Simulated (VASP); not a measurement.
A run of VASP 6.6.1:

INCAR

```
ALGO = Normal
EDIFF = 1E-7
ENCUT = 520
GGA = PE
ISIF = 2
ISMEAR = 0
LASPH = T
LCHARG = F
LREAL = F
LWAVE = F
NBANDS = 28
NELM = 100
PREC = Accurate
SIGMA = 0.1
```

The input KPOINTS:

```
k-points
0
Gamma
  6 6 4
```

The input POSCAR:

```
Pt
1.0
    2.6505953947     -1.7518407881      0.0000000000
    2.6505953947      1.7518407881      0.0000000000
    0.0000000000      0.0000000000      7.1461951648
Pt
4
Direct
    0.8500000000      0.1500000000      0.1170000000
    0.6500000000      0.3500000000      0.6170000000
    0.1500000000      0.8500000000      0.8830000000
    0.3500000000      0.6500000000      0.3830000000
```

Potentials or basis: VASP PAW PBE potentials, release 64 (Pt).

Run with:

```console
$ cat potpaw_PBE.64/Pt/POTCAR > POTCAR
$ mpirun -np 1 vasp_std > vasp.out
```

Hardware: 1 thread of Intel(R) Xeon(R) Platinum 8488C (Sapphire Rapids), with other jobs on the host.

Question: Estimate the wall time of this run.

Answer: Wall time 35 s on 1 thread of Intel(R) Xeon(R) Platinum 8488C (Sapphire Rapids) (shared host), peak memory 0.2 GiB. Counts: scf iterations 13, k points 39.
